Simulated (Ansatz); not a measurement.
Input of an Ansatz 0.2.0 run:

Contents of input.yaml:

```yaml
crystal:
  lattice:
    - [3.2274645616, 0.0, 0.0]
    - [-1.6137322808, 2.7950663001, 0.0]
    - [0.0, 0.0, 6.31247342]
  atoms:
    - { symbol: Mo, position: [0.0, 0.0, 0.5] }
    - { symbol: S, position: [0.6666666667, 0.3333333333, 0.74468068] }
    - { symbol: S, position: [0.3333333333, 0.6666666667, 0.25531932] }
hamiltonian:
  xc: pbe
  pseudopotentials: { kind: paw }
kpoints:
  mp_grid: { grid: [9, 9, 4] }
scf:
  occupations: { method: gaussian, width: 0.027 }
output:
  forces: true
  stress: true
  eigenvalues: true
```

Potentials or basis: Ansatz PAW.

Launch:

```sh
$ ansatz run input.yaml --threads 2 --pin off --max-ram 5632MiB --backend cpu --events-out ev --progress --plain --runs-dir out
```

**Question.** Estimate the pressure.

**Answer.** 1.1 GPa.

**Question.** What does it give for the band gap on the k mesh?

**Answer.** None (metal or under the smearing width).

**Question.** Predict the largest force.

**Answer.** 0.295 eV/Å.

Forces in eV/Å, atoms in the order of the input:
```
Mo   0.000  0.000  0.000
S    0.000  0.000  0.295
S    0.000  0.000 -0.295
```

Caveat: this functional lacks dispersion, which binds the layers, so the pressure and a relaxed spacing across them are unreliable.
